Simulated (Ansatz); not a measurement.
YN under changes of volume

One of the cells (14.500 Å³/atom); the others are scaled copies at fixed shape and fractional positions:

```xyz
2
Lattice="0.0000 2.4385 2.4385 2.4385 0.0000 2.4385 2.4385 2.4385 0.0000" Properties=species:S:1:pos:R:3 pbc="T T T"
Y     0.0000    0.0000    0.0000
N     2.4385    2.4385    2.4385
```

- Program: Ansatz 0.2.0
- Functional: PBE0
- Potentials or basis: Ansatz PAW
- Cutoff: 420 eV (not typed: the program's choice for these potentials)
- k mesh: 6 × 6 × 6
- Occupations: fermi-dirac, width 0.05 eV
- Spin: no spin polarisation

```csv
volume (Å³/atom),energy over the lowest point (meV/atom),pressure (GPa),gap on the mesh (eV)
13.630,35.47,13.0,1.62
13.920,16.12,8.5,1.66
14.210,4.51,4.4,1.70
14.500,0.00,0.7,1.74
14.790,1.88,-2.7,1.77
15.080,?,?,?
15.370,22.24,-8.4,1.83
```

Problem. What does the run at 15.080 Å³/atom give?

Solution. Energy over the lowest point 9.52 meV/atom; pressure -5.7 GPa; gap on the mesh 1.80 eV.

Worked out: A Birch-Murnaghan fit of order 3 (a polynomial in V^(-2/3)) to the other rows has its minimum at 14.56 Å³/atom with B0 = V·E''(V) = 173 GPa and B' = 4.1. It gives 9.46 meV/atom at 15.080 Å³/atom, against the run's 9.52, and -dE/dV = -5.7 GPa, against -5.7. A straight line through the other rows of the gap, of slope 1.76 eV per unit of ln V, gives 1.80 eV, against the run's 1.80.

Energies are extrapolated to zero smearing.

Caveats: the PAW data sets come from PBE, with cores solved anew for the run's functional, which leaves a small shift of forces and pressure; the thresholds are loose for stress.

A mesh can miss the band edges. Spin-orbit coupling on Y is left out.
